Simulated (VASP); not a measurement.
# InP (F-43m) in VASP: further runs, part 2 of 2

VASP 6.6.1. The steps go on from the part before.

### 4 Band structure, MS2

Contents of INCAR:

```
SYSTEM = InP
ALGO = Normal
EDIFF = 1E-6
ENCUT = 520
ISIF = 2
ISMEAR = -1
LASPH = .True.
LCHARG = .False.
LMIXTAU = .True.
LREAL = .False.
LWAVE = .False.
METAGGA = MS2
NELM = 60
PREC = Accurate
SIGMA = 0.05
```

Contents of KPOINTS:

```
k-points
0
Gamma
  8 8 8
  0 0 0
```

Contents of POSCAR:

```
InP
1.0
    0.0000000000      2.9305000000      2.9305000000
    2.9305000000      0.0000000000      2.9305000000
    2.9305000000      2.9305000000      0.0000000000
In P
1 1
Direct
    0.0000000000      0.0000000000      0.0000000000
    0.7500000000      0.7500000000      0.7500000000
```

Contents of KPOINTS_OPT:

```
path GXWKGLUWLK,UX
20
line-mode
reciprocal
 0.0000000000  0.0000000000  0.0000000000  G
 0.5000000000  0.0000000000  0.5000000000  X

 0.5000000000  0.0000000000  0.5000000000  X
 0.5000000000  0.2500000000  0.7500000000  W

 0.5000000000  0.2500000000  0.7500000000  W
 0.3750000000  0.3750000000  0.7500000000  K

 0.3750000000  0.3750000000  0.7500000000  K
 0.0000000000  0.0000000000  0.0000000000  G

 0.0000000000  0.0000000000  0.0000000000  G
 0.5000000000  0.5000000000  0.5000000000  L

 0.5000000000  0.5000000000  0.5000000000  L
 0.6250000000  0.2500000000  0.6250000000  U

 0.6250000000  0.2500000000  0.6250000000  U
 0.5000000000  0.2500000000  0.7500000000  W

 0.5000000000  0.2500000000  0.7500000000  W
 0.5000000000  0.5000000000  0.5000000000  L

 0.5000000000  0.5000000000  0.5000000000  L
 0.3750000000  0.3750000000  0.7500000000  K

 0.6250000000  0.2500000000  0.6250000000  U
 0.5000000000  0.0000000000  0.5000000000  X
```

Potentials or basis: VASP PAW PBE potentials, release 64 (In_d, P).

The run is started by

```console
$ cat potpaw_PBE.64/In_d/POTCAR potpaw_PBE.64/P/POTCAR > POTCAR
$ mpirun -np 1 vasp_std > vasp.out
```

OUTCAR:

```text
SYSTEM = InP
   EDIFF = 1E-6
   ENCUT = 520
   ISIF = 2
   ISMEAR = -1
   LASPH = .True.
   LREAL = .False.
   METAGGA = MS2
   NELM = 60
   PREC = Accurate

 ion  position               nearest neighbor table
   1  0.000  0.000  0.000-   2 2.54   2 2.54   2 2.54   2 2.54
   2  0.750  0.750  0.750-   1 2.54   1 2.54   1 2.54   1 2.54

  LATTYP: Found a face centered cubic cell.
 ALAT       =     5.8610000000

  Lattice vectors:

 A1 = (   0.0000000000,   2.9305000000,   2.9305000000)
 A2 = (   2.9305000000,   0.0000000000,   2.9305000000)
 A3 = (   2.9305000000,   2.9305000000,   0.0000000000)

Analysis of symmetry for initial positions (statically):
=====================================================================
 Subroutine PRICEL returns:
 Original cell was already a primitive cell.

 Routine SETGRP: Setting up the symmetry group for a
 face centered cubic supercell.

 Subroutine GETGRP returns: Found 24 space group operations
 (whereof 24 operations were pure point group operations)
 out of a pool of 48 trial point group operations.

The static configuration has the point symmetry T_d .

Analysis of symmetry for dynamics (positions and initial velocities):
=====================================================================
 Subroutine PRICEL returns:
 Original cell was already a primitive cell.

 Routine SETGRP: Setting up the symmetry group for a
 face centered cubic supercell.

 Subroutine GETGRP returns: Found 24 space group operations
 (whereof 24 operations were pure point group operations)
 out of a pool of 48 trial point group operations.

The dynamic configuration has the point symmetry T_d .

 Subroutine INISYM returns: Found 24 space group operations
 (whereof 24 operations are pure point group operations),
 and found     1 'primitive' translations

----------------------------------------------------------------------------------------

                                     Primitive cell

  volume of cell :      50.3333

  direct lattice vectors                    reciprocal lattice vectors
     0.000000000  2.930500000  2.930500000    -0.170619348  0.170619348  0.170619348
     2.930500000  0.000000000  2.930500000     0.170619348 -0.170619348  0.170619348
[... 120 lines left out ...]
   NGX = 15   NGY = 15   NGZ = 15

 number of electron      18.0000005 magnetization

 Free energy of the ion-electron system (eV)
  ---------------------------------------------------
  ext. energy  EPLUGINS =         0.00000000
  ---------------------------------------------------
  free energy    TOTEN  =        -9.57994940 eV

  energy without entropy =       -9.57994928  energy(sigma->0) =       -9.57994934

 E-fermi :   5.5628     XC(G=0):  -9.7786

 val. band max:        4.9705000537   @ k =   0.0000   0.0000   0.0000
 cond. band min:       6.0923713241   @ k =   0.0000   0.0000   0.0000
 fundamental gap:      1.1218712704
 Fermi energy:         5.5627683630

 k-point     1 :       0.0000    0.0000    0.0000
  band No.  band energies     occupation
      1      -9.2926      2.00000
      2      -9.2926      2.00000
      3      -9.2925      2.00000
      4      -9.1073      2.00000
      5      -9.1073      2.00000
      6      -6.9028      2.00000
      7       4.9705      1.99999
      8       4.9705      1.99999
      9       4.9705      1.99999
     10       6.0924      0.00005
     11       9.4123      0.00000
     12       9.4123      0.00000
     13       9.4124      0.00000
[... 354 lines left out ...]
  band No.  band energies     occupation
      1      -9.4648      2.00000
      2      -9.2384      2.00000
      3      -9.2192      2.00000
      4      -9.1145      2.00000
      5      -9.0951      2.00000
      6      -4.8412      2.00000
      7      -0.5455      2.00000
      8       2.2860      2.00000
      9       3.3325      2.00000
     10       8.5409      0.00000
     11       9.3742      0.00000
     12      11.2469      0.00000
     13      12.4691      0.00000

 [... further k-points ...]

------------------------ aborting loop because EDIFF is reached ----------------------------------------

  FORCE on cell =-STRESS in cart. coord.  units (eV):
  Direction    XX          YY          ZZ          XY          YZ          ZX
  --------------------------------------------------------------------------------------
  -------------------------------------------------------------------------------------
  Total        0.4858735      0.4858735      0.4858735      0.0000000      0.0000000      0.0000000
  in kB       15.4660227     15.4660227     15.4660227      0.0000000      0.0000000      0.0000000
  external PRESSURE =      15.4660227 kB  Pullay stress =       0.0000000 kB

 VOLUME and BASIS-vectors are now :
 -----------------------------------------------------------------------------
  energy-cutoff  :      520.00
  volume of cell :       50.33
      direct lattice vectors                 reciprocal lattice vectors
     0.000000000  2.930500000  2.930500000    -0.170619348  0.170619348  0.170619348
     2.930500000  0.000000000  2.930500000     0.170619348 -0.170619348  0.170619348
     2.930500000  2.930500000  0.000000000     0.170619348  0.170619348 -0.170619348

 POSITION                                       TOTAL-FORCE (eV/Angst)
 -----------------------------------------------------------------------------------
      0.00000      0.00000      0.00000         0.000000      0.000000      0.000000
      4.39575      4.39575      4.39575        -0.000000     -0.000000     -0.000000
 -----------------------------------------------------------------------------------
    total drift:                                0.000083      0.000083      0.000083

  FREE ENERGIE OF THE ION-ELECTRON SYSTEM (eV)
  ---------------------------------------------------
  free  energy   TOTEN  =        -9.5799494003 eV

  energy  without entropy=       -9.5799492777  energy(sigma->0) =       -9.57994934
```

OSZICAR:

```text
N       E                     dE             d eps       ncg     rms          rms(c)
DAV:   1     0.962871701593E+02    0.96287E+02   -0.77208E+03   759   0.139E+03
DAV:   2    -0.156019245973E+02   -0.11189E+03   -0.10846E+03   784   0.309E+02
DAV:   3    -0.228641421301E+02   -0.72622E+01   -0.72098E+01   999   0.863E+01
DAV:   4    -0.230452680239E+02   -0.18113E+00   -0.18101E+00   891   0.142E+01
DAV:   5    -0.230527043126E+02   -0.74363E-02   -0.74357E-02  1089   0.251E+00    0.211E+01
DAV:   6    -0.102728338341E+02    0.12780E+02   -0.27826E+01   889   0.144E+02    0.519E+00
DAV:   7    -0.975164279419E+01    0.52119E+00   -0.44676E+00   874   0.446E+01    0.521E+00
DAV:   8    -0.949159596928E+01    0.26005E+00   -0.75498E-01   754   0.123E+01    0.206E+00
DAV:   9    -0.979333464399E+01   -0.30174E+00   -0.60803E-01   754   0.139E+01    0.128E+00
DAV:  10    -0.957752609556E+01    0.21581E+00   -0.25254E-01   754   0.692E+00    0.754E-01
[... 60 further cycles ...]
DAV:   9    -0.261976651749E+04   -0.23457E-06      512
       N       E                     dE             ncg
DAV:   1     0.226114405191E+04   -0.16024E+05      681
DAV:   2    -0.640518476031E+03   -0.29017E+04      706
DAV:   3    -0.831056024695E+03   -0.19054E+03      841
DAV:   4    -0.836187320984E+03   -0.51313E+01      951
DAV:   5    -0.836400541627E+03   -0.21322E+00      993
DAV:   6    -0.836406247079E+03   -0.57055E-02      958
DAV:   7    -0.836406421311E+03   -0.17423E-03     1021
DAV:   8    -0.836406422838E+03   -0.15271E-05      645
DAV:   9    -0.836406423020E+03   -0.18219E-06      673
```

stdout:

```text
POSCAR found type information on POSCAR InP
 POSCAR found :  2 types and       2 ions
 scaLAPACK will be used
 -----------------------------------------------------------------------------
|                                                                             |
|                                                                             |
|     You enforced a specific xc type in the INCAR file but a different       |
|     I HOPE YOU KNOW WHAT YOU ARE DOING!                                     |
|                                                                             |
 -----------------------------------------------------------------------------

 LDA part: xc-table for (None), standard interpolation
 POSCAR, INCAR and KPOINTS ok, starting setup
 FFT: planning ... GRIDC
 FFT: planning ... GRID_SOFT
 FFT: planning ... GRID
 WAVECAR not read
 entering main loop
 Start KPOINTS_OPT (optional k-point list driver)
k-point batch [1-29\200]
k-point batch [30-58\200]
k-point batch [59-87\200]
k-point batch [88-116\200]
k-point batch [117-145\200]
k-point batch [146-174\200]
k-point batch [175-200\200]
```

Run time: 2.3 min. Hardware: 1 thread of Intel Xeon Platinum 8488C (Sapphire Rapids), shared host; peak memory 0.18 GiB.

What came out:

- Free energy: -9.5799 eV
- Pressure: 1.5 GPa
- Band gap on the k mesh: 1.12 eV, direct
- Band gap along the path: 1.12 eV, direct

Levels at the corners of the path, in eV from the valence-band top:
```csv
point,band 7,band 8,band 9,band 10,band 11,band 12
Γ,0.00,0.00,0.00,1.12,4.44,4.44
X,-5.70,-2.34,-2.34,1.93,2.61,9.55
X,-5.70,-2.34,-2.34,1.93,2.61,9.55
W,-5.54,-2.97,-2.93,4.46,4.89,5.95
W,-5.54,-2.97,-2.93,4.46,4.89,5.95
K,-5.55,-3.32,-1.95,2.62,4.74,7.83
K,-5.55,-3.32,-1.95,2.62,4.74,7.83
Γ,0.00,0.00,0.00,1.12,4.44,4.44
Γ,0.00,0.00,0.00,1.12,4.44,4.44
L,-5.72,-0.98,-0.98,1.89,5.14,5.14
L,-5.72,-0.98,-0.98,1.89,5.14,5.14
U,-5.55,-3.32,-1.95,2.62,4.74,7.83
U,-5.55,-3.32,-1.95,2.62,4.74,7.83
W,-5.54,-2.97,-2.93,4.46,4.89,5.95
W,-5.54,-2.97,-2.93,4.46,4.89,5.95
L,-5.72,-0.98,-0.98,1.89,5.14,5.14
L,-5.72,-0.98,-0.98,1.89,5.14,5.14
K,-5.55,-3.32,-1.95,2.62,4.74,7.83
U,-5.55,-3.32,-1.95,2.62,4.74,7.83
X,-5.70,-2.34,-2.34,1.93,2.61,9.55
```

Caveat: the PAW data sets were made with another functional, which shifts forces and pressure a little; spin-orbit coupling is left out, which moves the levels of the heavy elements.

### 5 Band structure, PBE0

POSCAR is that of step 4.

Contents of INCAR.step1:

```
ALGO     = Normal         # electronic algorithm
EDIFF    = 1E-5           # SCF threshold, eV
ENCUT    = 520            # plane-wave cutoff, eV
GGA      = PE             # functional
ISIF     = 2              # what is computed and relaxed
ISMEAR   = -1             # smearing method
LASPH    = T              # aspherical terms in the spheres
LCHARG   = F              # write CHGCAR
LREAL    = F              # projectors in reciprocal space
LWAVE    = T              # write WAVECAR
NELM     = 80             # most SCF steps
PREC     = Accurate       # precision mode
SIGMA    = 0.05           # smearing width, eV
```

Contents of INCAR.step2:

```
AEXX     = 0.25           # exact-exchange fraction
ALGO     = Normal         # electronic algorithm
EDIFF    = 1E-6           # SCF threshold, eV
ENCUT    = 520            # plane-wave cutoff, eV
GGA      = PE             # functional
HFRCUT   = -1           
ISIF     = 2              # what is computed and relaxed
ISMEAR   = -1             # smearing method
ISTART   = 1            
LASPH    = T              # aspherical terms in the spheres
LCHARG   = F              # write CHGCAR
LHFCALC  = T              # exact exchange
LREAL    = F              # projectors in reciprocal space
LWAVE    = F              # write WAVECAR
NELM     = 80             # most SCF steps
PREC     = Accurate       # precision mode
PRECFOCK = Fast         
SIGMA    = 0.05           # smearing width, eV
```

Contents of KPOINTS:

```
k-points
0
Gamma
  4 4 4
```

KPOINTS_OPT, as its differences from that of step 4:

```diff
@@ -1,3 +1,3 @@
 path GXWKGLUWLK,UX
-20
+8
 line-mode
```

The run is started by

```console
$ cat potpaw_PBE.64/In_d/POTCAR potpaw_PBE.64/P/POTCAR > POTCAR
$ cp INCAR.step1 INCAR
$ mpirun -np 1 vasp_std > vasp.out
$ cp INCAR.step2 INCAR
$ mpirun -np 1 vasp_std > vasp.out
```

Run time: 13 min. Hardware: 1 thread of Intel Xeon 6975P-C (Granite Rapids), shared host; peak memory 0.19 GiB.

The run converged. Its results:

```
Free energy             : -10.7974 eV
Pressure                : 1.2 GPa
Band gap on the k mesh  : 2.22 eV, direct
Band gap along the path : 2.22 eV, direct
```

Levels at the corners of the path, in eV from the valence-band top:
```tsv
point	band 7	band 8	band 9	band 10	band 11	band 12
Γ	0.00	0.00	0.00	2.22	5.63	5.63
X	-6.32	-2.58	-2.58	3.05	3.70	11.19
X	-6.32	-2.58	-2.58	3.05	3.70	11.19
W	-6.13	-3.26	-3.18	5.75	6.14	7.23
W	-6.13	-3.26	-3.18	5.75	6.14	7.23
K	-6.14	-3.66	-2.16	3.75	6.02	9.30
K	-6.14	-3.66	-2.16	3.75	6.02	9.29
Γ	0.00	0.00	0.00	2.22	5.63	5.63
Γ	0.00	0.00	0.00	2.22	5.63	5.63
L	-6.33	-1.08	-1.08	2.97	6.37	6.37
L	-6.33	-1.08	-1.08	2.97	6.37	6.37
U	-6.14	-3.66	-2.16	3.75	6.02	9.30
U	-6.14	-3.66	-2.16	3.75	6.02	9.30
W	-6.13	-3.26	-3.18	5.75	6.14	7.23
W	-6.13	-3.26	-3.18	5.75	6.14	7.23
L	-6.33	-1.08	-1.08	2.97	6.37	6.37
L	-6.33	-1.08	-1.08	2.97	6.37	6.37
K	-6.14	-3.66	-2.16	3.75	6.02	9.30
U	-6.14	-3.66	-2.16	3.75	6.02	9.29
X	-6.32	-2.58	-2.58	3.05	3.70	11.18
```

Caveat: the k mesh is coarse (spacing up to 0.46 Å⁻¹), so the values aren't converged, least of all with exact exchange; the PAW data sets were made with another functional, which shifts forces and pressure a little; spin-orbit coupling is left out, which moves the levels of the heavy elements.

### 6 For comparison

An earlier run on the cell as given: functional PBEsol; potentials or basis VASP PAW PBE potentials, release 64 (In_d, P); cutoff 520 eV; k mesh 8 × 8 × 8; occupations fermi-dirac, width 0.05 eV; no spin polarisation.

* Pressure: 0.6 GPa
* Band gap on the k mesh: 0.61 eV, direct

### 7 Summary

```tsv
task	level	k mesh	grid for exact exchange (PRECFOCK)	exchange at q = 0	ladder	mesh quality	gap on the mesh (eV)	pressure (GPa)
band structure	TPSS	8 × 8 × 8	-	-	-	not flagged	0.84	3.0
band structure	revTPSS	8 × 8 × 8	-	-	-	not flagged	0.82	2.0
band structure	MS2	8 × 8 × 8	-	-	-	not flagged	1.12	1.5
band structure	PBE0	4 × 4 × 4	Fast	truncated	-	coarse	2.22	1.2
single point	PBEsol	8 × 8 × 8	-	-	free	not flagged	0.61	0.6
```

Alike in all rows: potentials or basis VASP PAW PBE potentials, release 64 (In_d, P); no spin polarisation; cell as given; cutoff (eV) 520; smearing fermi-dirac 0.05 eV.

Caveats: some runs use coarse meshes; the PAW data sets were made with another functional, which shifts forces and pressure a little; spin-orbit coupling is left out, which moves the levels of the heavy elements.

Total energies depend on the potentials used, so only differences within one code and one set of settings carry meaning.

### 8 Against experiment

Step 2. Against the measured gap of InP, 1.4236 eV (direct; 1.6 K; a printed reference work, data compilation), the calculated 0.84 eV is off by -0.59 eV. Spin-orbit coupling on In is left out. The value is that of TPSS, without temperature or zero-point motion.

Step 3. A measured gap of InP is 1.4236 eV (direct; 1.6 K; a printed reference work, data compilation); the calculated 0.82 eV misses it by -0.61 eV. Spin-orbit coupling on In is left out. The value is that of revTPSS, without temperature or zero-point motion.

Step 4. Against the measured gap of InP, 1.4236 eV (direct; 1.6 K; a printed reference work, data compilation), the calculated 1.12 eV is off by -0.30 eV. Spin-orbit coupling on In is left out. The value is that of MS2, without temperature or zero-point motion.
